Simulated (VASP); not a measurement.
Here is a VASP 6.6.1 calculation.

File INCAR:

```
SYSTEM = Ti
PREC = Accurate
ENCUT = 520
EDIFF = 1E-7
ISMEAR = 0
SIGMA = 0.1
LREAL = .False.
LASPH = .True.
NELM = 60
ALGO = Normal
ISIF = 3
LWAVE = .False.
LCHARG = .False.
GGA = PS
IBRION = 2
NSW = 80
EDIFFG = -0.002
```

Contents of KPOINTS:

```
regular mesh
0
Gamma
  18 18 10
  0 0 0
```

Contents of POSCAR:

```
Ti                                      
1.0
    2.8984844739      0.0000000000      0.0000000000
   -1.4492422370      2.5101611858      0.0000000000
   -0.0000000000      0.0000000000      4.5864130307
  Ti            
     2
Direct
     0.3333333300000021    0.6666666699999979    0.2500000000000000
     0.6666666699999979    0.3333333300000021    0.7500000000000000
```

Potentials or basis: VASP PAW PBE potentials, release 64 (Ti_sv).

Run with:

```sh
$ cat potpaw_PBE.64/Ti_sv/POTCAR > POTCAR
$ mpirun -np 1 vasp_std > vasp.out
```

(1) What does it give for the band gap on the k mesh?

## Answers

(1) none (metal or under the smearing width).

Caveat: the relaxation stopped at its first step, so nothing moved.
